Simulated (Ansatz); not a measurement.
# ZnS (F-43m), rigid cleavage

All numbers below come from Ansatz, DFT PBE, scalar-relativistic, plane waves, PAW. Settings: plane waves to 420 eV, k-mesh 7×7×3 (Γ-centred), Gaussian smearing 0.05 eV. No spin polarisation. Energies are free energies at this smearing, counted from the undisturbed cell; pressure is positive in compression.

Zero of the scan (as given, not relaxed at this level; it stands at 1.4 GPa):

```yaml
crystal:
  lattice:
    - [-2.70465, -2.70465, 0.00000]
    - [2.70465, -2.70465, 0.00000]
    - [0.00000, 0.00000, 10.81860]
  atoms:
    - { symbol: Zn, position: [0.00000, 0.00000, 0.93750] }
    - { symbol: Zn, position: [0.50000, 0.50000, 0.18750] }
    - { symbol: Zn, position: [0.00000, 0.00000, 0.43750] }
    - { symbol: Zn, position: [0.50000, 0.50000, 0.68750] }
    - { symbol: S, position: [0.50000, 0.00000, 0.31250] }
    - { symbol: S, position: [0.00000, 0.50000, 0.56250] }
    - { symbol: S, position: [0.50000, 0.00000, 0.81250] }
    - { symbol: S, position: [0.00000, 0.50000, 0.06250] }
```

The cut lies on the cell's a–b face, a (0 -1 0) plane (indices in the standard cell, whose axes needn't be the Cartesian ones shown) of area 14.63 Å², between layers 1.35 Å apart. Vector c is lengthened by d along the normal with the atoms' Cartesian places fixed: one unrelaxed cut a cell.

| d (Å) | energy (J/m²) |
| --- | --- |
| -0.30 | 0.33 |
| -0.15 | 0.09 |
| 0.00 | 0.00 |
| 0.25 | 0.13 |
| 0.50 | 0.52 |
| 0.75 | 1.05 |
| 1.00 | 1.64 |
| 1.50 | 2.70 |
| 2.00 | 3.34 |
| 3.00 | 3.81 |
| 4.50 | 3.94 |
| 6.00 | 3.98 |

Predict the traction dE/dd (GPa) at each point.

```tsv
d (Å)	traction dE/dd (GPa)
-0.30	-21.6
-0.15	-11.0
0.00	-1.4
0.25	11.2
0.50	19.1
0.75	22.9
1.00	23.4
1.50	17.6
2.00	9.0
3.00	2.0
4.50	0.4
6.00	0.2
```

Cost: 12 runs of about 5.8 core-minutes in all, on Arm Neoverse V2 (shared hosts).